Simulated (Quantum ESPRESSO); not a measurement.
The system is Ca.

```
Ca
1.0
     3.48866    0.00000    0.00000
     0.00000    3.48866    0.00000
     0.00000    0.00000    3.48866
Ca
1
Direct
  0.00000 0.00000 0.00000
```

This isn't the form of Ca at room conditions, which is fcc.

| Property | Result |
| --- | --- |
| Program | Quantum ESPRESSO 7.5 |
| Task | single point |
| Functional | PBE |
| Potentials or basis | SSSP 1.3 efficiency PBE |
| Cutoff | 748 eV |
| Density cutoff | 5987 eV |
| k mesh | 8 × 8 × 8 |
| Occupations | fermi-dirac, width 0.05 eV |
| Spin | no spin polarisation |

On this cell: pressure 0.4 GPa; band gap on the k mesh none (metal or under the smearing width).

The same run follows on a disturbed copy (cell strained at random at fixed volume):

```xyz
1
Lattice="3.4390 0.0042 -0.0258 0.0042 3.5313 -0.0625 -0.0258 -0.0625 3.4977" Properties=species:S:1:pos:R:3 pbc="T T T"
Ca    0.0242   -0.0530    0.0415
```

Task: What changes?

Result: The energy (extrapolated to zero smearing) moves by +0.8 meV/atom; pressure 0.4 GPa; band gap on the k mesh none (metal or under the smearing width).

Stress tensor (GPa, compression positive):
```
 1.27  0.02 -0.14
 0.02 -0.28 -0.30
-0.14 -0.30  0.24
```
